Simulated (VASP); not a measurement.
# CdF2 (Fm-3m) in VASP: a series of runs

One crystal, CdF2, is run at these levels: PBEsol; tasks: single point.

All numbers are computed with VASP 6.6.1; they aren't measurements. Logs are shortened: lines on timing, memory, paths and dates and some standing lists are left out, and cuts for length are marked.

## 1. The structure

Symmetry: Fm-3m, No. 225, cubic system. Conventional cell: a = 5.364 Å, b = 5.364 Å, c = 5.364 Å, α = 90.00°, β = 90.00°, γ = 90.00°. Cd (site symmetry m-3m) has 8 F at 2.32 Å as nearest neighbours. F (site symmetry -43m) has 4 Cd at 2.32 Å as nearest neighbours.

## 2. Single point, PBEsol

Contents of INCAR:

```
PREC = Accurate ; ENCUT = 520
EDIFF = 1E-6 ; ISMEAR = 1
SIGMA = 0.0759 ; LREAL = False
LASPH = True ; NELM = 100
ALGO = Normal ; ISIF = 2
LWAVE = False ; LCHARG = False
GGA = PS ; NBANDS = 20
```

Contents of KPOINTS:

```
Automatic mesh
0
Gamma
  6 6 6
```

Contents of POSCAR:

```
CdF2
1.0
    0.0000000000      2.6821010000      2.6821010000
    2.6821010000      0.0000000000      2.6821010000
    2.6821010000      2.6821010000      0.0000000000
Cd F
1 2
Direct
    0.0000000000      0.0000000000      0.0000000000
    0.2500000000      0.2500000000      0.2500000000
    0.7500000000      0.7500000000      0.7500000000
```

Potentials or basis: VASP PAW PBE potentials, release 64 (Cd, F).

Command:

```sh
$ cat potpaw_PBE.64/Cd/POTCAR potpaw_PBE.64/F/POTCAR > POTCAR
$ mpirun -np 1 vasp_std > vasp.out
```

OUTCAR:

```text
PREC = Accurate
   ENCUT = 520
   EDIFF = 1E-6
   ISMEAR = 1
   LREAL = False
   LASPH = True
   NELM = 100
   ISIF = 2
   GGA = PS

 ion  position               nearest neighbor table
   1  0.000  0.000  0.000-   2 2.32   3 2.32   3 2.32   3 2.32   3 2.32   2 2.32   2 2.32   2 2.32

   2  0.250  0.250  0.250-   1 2.32   1 2.32   1 2.32   1 2.32
   3  0.750  0.750  0.750-   1 2.32   1 2.32   1 2.32   1 2.32

  LATTYP: Found a face centered cubic cell.
 ALAT       =     5.3642020000

  Lattice vectors:

 A1 = (   0.0000000000,   2.6821010000,   2.6821010000)
 A2 = (   2.6821010000,   0.0000000000,   2.6821010000)
 A3 = (   2.6821010000,   2.6821010000,   0.0000000000)

Analysis of symmetry for initial positions (statically):
=====================================================================
 Subroutine PRICEL returns:
 Original cell was already a primitive cell.

 Routine SETGRP: Setting up the symmetry group for a
 face centered cubic supercell.

 Subroutine GETGRP returns: Found 48 space group operations
 (whereof 48 operations were pure point group operations)
 out of a pool of 48 trial point group operations.

The static configuration has the point symmetry O_h .

Analysis of symmetry for dynamics (positions and initial velocities):
=====================================================================
 Subroutine PRICEL returns:
 Original cell was already a primitive cell.

 Routine SETGRP: Setting up the symmetry group for a
 face centered cubic supercell.

 Subroutine GETGRP returns: Found 48 space group operations
 (whereof 48 operations were pure point group operations)
 out of a pool of 48 trial point group operations.

The dynamic configuration has the point symmetry O_h .

 Subroutine INISYM returns: Found 48 space group operations
 (whereof 48 operations are pure point group operations),
 and found     1 'primitive' translations

----------------------------------------------------------------------------------------

                                     Primitive cell

  volume of cell :      38.5883

  direct lattice vectors                    reciprocal lattice vectors
     0.000000000  2.682101000  2.682101000    -0.186421018  0.186421018  0.186421018
     2.682101000  0.000000000  2.682101000     0.186421018 -0.186421018  0.186421018
     2.682101000  2.682101000  0.000000000     0.186421018  0.186421018 -0.186421018

  length of vectors
     3.793063610  3.793063610  3.793063610     0.322890676  0.322890676  0.322890676

  position of ions in fractional coordinates (direct lattice)
     0.000000000  0.000000000  0.000000000
     0.250000000  0.250000000  0.250000000
     0.750000000  0.750000000  0.750000000

  ion indices of the primitive-cell ions
   primitive index   ion index
                 1           1
                 2           2
                 3           3

----------------------------------------------------------------------------------------

 KPOINTS: Automatic mesh

Automatic generation of k-mesh.
 Grid dimensions read from file:
 generate k-points for:    6    6    6

 Generating k-lattice:

  Cartesian coordinates                     Fractional coordinates (reciprocal lattice)
    -0.031070170  0.031070170  0.031070170     0.166666667  0.000000000  0.000000000
     0.031070170 -0.031070170  0.031070170     0.000000000  0.166666667  0.000000000
     0.031070170  0.031070170 -0.031070170     0.000000000  0.000000000  0.166666667

  Length of vectors
     0.053815113  0.053815113  0.053815113

  Shift w.r.t. Gamma in fractional coordinates (k-lattice)
     0.000000000  0.000000000  0.000000000

 Subroutine IBZKPT returns following result:
 ===========================================

 Found     16 irreducible k-points:

 Following reciprocal coordinates:
            Coordinates               Weight
  0.000000  0.000000  0.000000      1.000000
  0.166667  0.000000  0.000000      8.000000
  0.333333  0.000000  0.000000      8.000000
  0.500000  0.000000  0.000000      4.000000
  0.166667  0.166667  0.000000      6.000000
  0.333333  0.166667  0.000000     24.000000
[... 8 lines left out ...]
 -0.333333  0.333333  0.166667     24.000000
 -0.333333  0.500000  0.166667     12.000000
   k-points           NKPTS =     16   k-points in BZ     NKDIM =     16   number of bands    NBANDS=     20
   number of dos      NEDOS =    301   number of ions     NIONS =      3
   total plane-waves  NPLWV =  21952
   dimension x,y,z NGX =    28 NGY =   28 NGZ =   28
   dimension x,y,z NGXF=    56 NGYF=   56 NGZF=   56
   ions per type =               1   2
   NGX,Y,Z   is equivalent  to a cutoff of  12.27, 12.27, 12.27 a.u.
   NGXF,Y,Z  is equivalent  to a cutoff of  24.54, 24.54, 24.54 a.u.
 SYSTEM =  unknown system
   PREC   = accura    normal or accurate (medium, high low for compatibility)
   ISTART =      0    job   : 0-new  1-cont  2-samecut
   ICHARG =      2    charge: 1-file 2-atom 10-const
   ISPIN  =      1    spin polarized calculation?
   LNONCOLLINEAR =      F non collinear calculations
   LSORBIT =      F    spin-orbit coupling
   LASPH  =      T    aspherical Exc in radial PAW
   ENCUT  =  520.0 eV  38.22 Ry    6.18 a.u.   7.05  7.05  7.05*2*pi/ulx,y,z
   NELM   =    100;   NELMIN=  2; NELMDL= -5     # of ELM steps
   EDIFF  = 0.1E-05   stopping-criterion for ELM
   LREAL  =      F    real-space projection
   EDIFFG = 0.1E-04   stopping-criterion for IOM
   NSW    =      0    number of steps for IOM
   IBRION =     -1    ionic relax: 0-MD 1-quasi-New 2-CG
   NFREE  =      0    steps in history (QN), initial steepest desc. (CG)
   ISIF   =      2    stress and relaxation
   ISYM   =      2    0-nonsym 1-usesym 2-fastsym
   POTIM  = 0.5000    time-step for ionic-motion
   TEBEG  =    0.0;   TEEND  =   0.0 temperature during run
   PSTRESS=    0.0 pullay stress
   NELECT =      26.0000    total number of electrons
   NUPDOWN=      -1.0000    fix difference up-down
   EMIN   =  10.00;   EMAX   =-10.00  energy-range for DOS
   EFERMI =   0.00;   METHOD = LEGACY
   ISMEAR =     1;   SIGMA  =   0.08  broadening in eV -4-tet -1-fermi 0-gaus
   EFERMI_NEDOS =   21; number of points for ismear=-14 and -15
   IALGO  =     38    algorithm
   IMIX   =      4    mixing-type and parameters
     AMIX     =   0.40;   BMIX     =  1.00
     AMIX_MAG =   1.60;   BMIX_MAG =  1.00
  volume/ion in A,a.u.               =      12.86        86.80
  Fermi-wavevector in a.u.,A,eV,Ry     =   1.435206  2.712146 28.025490  2.059815
  Thomas-Fermi vector in A             =   2.554530
   LORBIT       =      0    0 simple, 1 ext, 2 COOP (PROOUT), +10 PAW based schemes
   GGA     = PS    functional components
   LHFCALC =     F    Hartree Fock is set to
   AEXX    =    0.0000 exact exchange contribution
   IVDW    =     0    specifies the selected vdW correction
   LEPSILON=     F    determine dielectric tensor
   LRPA    =     F    only Hartree local field effects (RPA)
 non-spin polarized calculation
 Methfessel and Paxton  Order N= 1 SIGMA  =   0.08
  energy-cutoff  :      520.00
  volume of cell :       38.59
 maximum number of plane-waves:      1056
   NGX = 15   NGY = 15   NGZ = 15

 number of electron      25.9999999 magnetization

 Free energy of the ion-electron system (eV)
  ---------------------------------------------------
  ext. energy  EPLUGINS =         0.00000000
  ---------------------------------------------------
  free energy    TOTEN  =       -11.58753136 eV

  energy without entropy =      -11.58802991  energy(sigma->0) =      -11.58769754

 E-fermi :  -1.3045     XC(G=0): -10.7825

 val. band max:       -1.3622343201   @ k =  -0.3333   0.5000   0.1667
 cond. band min:       1.6066662448   @ k =   0.0000   0.0000   0.0000
 fundamental gap:      2.9689005649
 Fermi energy:        -1.3045347824

 k-point     1 :       0.0000    0.0000    0.0000
  band No.  band energies     occupation
      1     -22.1347      2.00000
      2     -20.9613      2.00000
      3      -7.0154      2.00000
      4      -7.0154      2.00000
      5      -7.0154      2.00000
      6      -5.7034      2.00000
[... 12 lines left out ...]
     19      18.4245      0.00000
     20      18.4245      0.00000

 k-point     2 :       0.1667    0.0000    0.0000
  band No.  band energies     occupation
      1     -22.0433      2.00000
      2     -21.0428      2.00000
      3      -6.9094      2.00000
      4      -6.9094      2.00000
      5      -6.7110      2.00000
      6      -5.7341      2.00000
[... 12 lines left out ...]
     19      17.8110      0.00000
     20      17.8110      0.00000

 k-point     3 :       0.3333    0.0000    0.0000
  band No.  band energies     occupation
      1     -21.8117      2.00000
      2     -21.2510      2.00000
      3      -6.7191      2.00000
      4      -6.7191      2.00000
      5      -5.9665      2.00000
      6      -5.7128      2.00000
[... 12 lines left out ...]
     19      17.0316      0.00000
     20      17.8715      0.00000

 k-point     4 :       0.5000    0.0000    0.0000
  band No.  band energies     occupation
      1     -21.5647      2.00000
      2     -21.4836      2.00000
      3      -6.6507      2.00000
      4      -6.6507      2.00000
      5      -5.6286      2.00000
      6      -5.6286      2.00000
[... 12 lines left out ...]
     19      16.7345      0.00000
     20      17.2975      0.00000

 k-point     5 :       0.1667    0.1667    0.0000
  band No.  band energies     occupation
      1     -22.0165      2.00000
      2     -21.0638      2.00000
      3      -6.8544      2.00000
      4      -6.8544      2.00000
      5      -6.6322      2.00000
      6      -5.8730      2.00000
[... 12 lines left out ...]
     19      18.6816      0.00000
     20      19.1032      0.00000
[... 169 lines left out ...]
      6      -5.5787      2.00000
[... 12 lines left out ...]
     19      18.0560      0.00000
     20      19.9124      0.00000

 k-point    14 :       0.5000    0.3333    0.1667
  band No.  band energies     occupation
      1     -21.6862      2.00000
      2     -21.3417      2.00000
      3      -6.5366      2.00000
      4      -6.3677      2.00000
      5      -6.1158      2.00000
      6      -5.7194      2.00000
[... 12 lines left out ...]
     19      17.9084      0.00000
     20      20.0056      0.00000

 k-point    15 :      -0.3333    0.3333    0.1667
  band No.  band energies     occupation
      1     -21.5160      2.00000
      2     -21.4956      2.00000
      3      -6.4841      2.00000
      4      -6.2584      2.00000
      5      -5.9025      2.00000
      6      -5.7948      2.00000
[... 12 lines left out ...]
     19      17.5182      0.00000
     20      20.3780      0.00000

 k-point    16 :      -0.3333    0.5000    0.1667
  band No.  band energies     occupation
      1     -21.5685      2.00000
      2     -21.4293      2.00000
      3      -6.5851      2.00000
      4      -5.9797      2.00000
      5      -5.9190      2.00000
      6      -5.8679      2.00000
[... 12 lines left out ...]
     19      18.8318      0.00000
     20      19.2786      0.00000

------------------------ aborting loop because EDIFF is reached ----------------------------------------

  FORCE on cell =-STRESS in cart. coord.  units (eV):
  Direction    XX          YY          ZZ          XY          YZ          ZX
  --------------------------------------------------------------------------------------
  -------------------------------------------------------------------------------------
  Total        0.4980396      0.4980396      0.4980396      0.0000000     -0.0000000      0.0000000
  in kB       20.6785011     20.6785011     20.6785011      0.0000000     -0.0000000      0.0000000
  external PRESSURE =      20.6785011 kB  Pullay stress =       0.0000000 kB

 VOLUME and BASIS-vectors are now :
 -----------------------------------------------------------------------------
  energy-cutoff  :      520.00
  volume of cell :       38.59
      direct lattice vectors                 reciprocal lattice vectors
     0.000000000  2.682101000  2.682101000    -0.186421018  0.186421018  0.186421018
     2.682101000  0.000000000  2.682101000     0.186421018 -0.186421018  0.186421018
     2.682101000  2.682101000  0.000000000     0.186421018  0.186421018 -0.186421018

 POSITION                                       TOTAL-FORCE (eV/Angst)
 -----------------------------------------------------------------------------------
      0.00000      0.00000      0.00000        -0.000000     -0.000000     -0.000000
      1.34105      1.34105      1.34105         0.000000      0.000000     -0.000000
      4.02315      4.02315      4.02315        -0.000000     -0.000000      0.000000
 -----------------------------------------------------------------------------------
    total drift:                                0.000000      0.000000      0.000000

  FREE ENERGIE OF THE ION-ELECTRON SYSTEM (eV)
  ---------------------------------------------------
  free  energy   TOTEN  =       -11.5875313615 eV

  energy  without entropy=      -11.5880299063  energy(sigma->0) =      -11.58769754
```

Wall time 9.7 s (1 thread of Intel Xeon Platinum 8375C at 2.90GHz (Ice Lake), shared host); peak memory 0.16 GiB.

Results:

```
Free energy            : -11.5875 eV
Pressure               : 2.1 GPa
Band gap on the k mesh : 2.97 eV, indirect (least direct gap 3.42 eV)
```

Levels at points of the mesh, in eV from the valence-band top:
```
           k point  band 11  band 12  band 13  band 14  band 15  band 16
(0.00, 0.00, 0.00)    -0.45    -0.45    -0.45     2.97    12.58    12.58
(0.50, 0.00, 0.00)    -1.91    -0.36    -0.36     7.18     9.03    14.45
(0.50, 0.50, 0.00)    -0.52    -0.07    -0.07     8.01     9.55    11.73
```

Caveat: the PAW data sets were made with another functional, which shifts forces and pressure a little.

## 3. Single point, PBEsol, non-collinear spin, zero start, spin-orbit coupling

Contents of INCAR:

```
PREC = Accurate
ENCUT = 520
EDIFF = 1E-6
ISMEAR = 1
SIGMA = 0.0759
LREAL = F
LASPH = T
NELM = 150
ALGO = Normal
ISIF = 2
LWAVE = F
LCHARG = T
LNONCOLLINEAR = T
MAGMOM = 0 0 0 0 0 0 0 0 0
LORBIT = 11
LSORBIT = T
GGA_COMPAT = F
LORBMOM = T
GGA = PS
LVHAR = T
NBANDS = 39
```

Contents of KPOINTS:

```
regular mesh
0
Gamma
  6 6 6
```

POSCAR is that of step 2.

Potentials or basis: VASP PAW PBE potentials, release 64 (Cd, F).

Command:

```sh
$ cat potpaw_PBE.64/Cd/POTCAR potpaw_PBE.64/F/POTCAR > POTCAR
$ mpirun -np 1 vasp_ncl > vasp.out
```

Run time: 47 s. Hardware: 1 thread of Intel Xeon Platinum 8375C at 2.90GHz (Ice Lake), shared host; peak memory 0.25 GiB.

It converged, with:

- Free energy: -11.6112 eV
- Pressure: 2.0 GPa
- Net moment: 0.00 μB per cell
- Valence electrons inside the program's atomic spheres: Cd 10.13; F 6.06

Moments on the atoms (μB; x, y, z):
```
Cd  0.00 0.00 0.00
F   0.00 0.00 0.00
F   0.00 0.00 0.00
```

Caveat: the PAW data sets were made with another functional, which shifts forces and pressure a little.
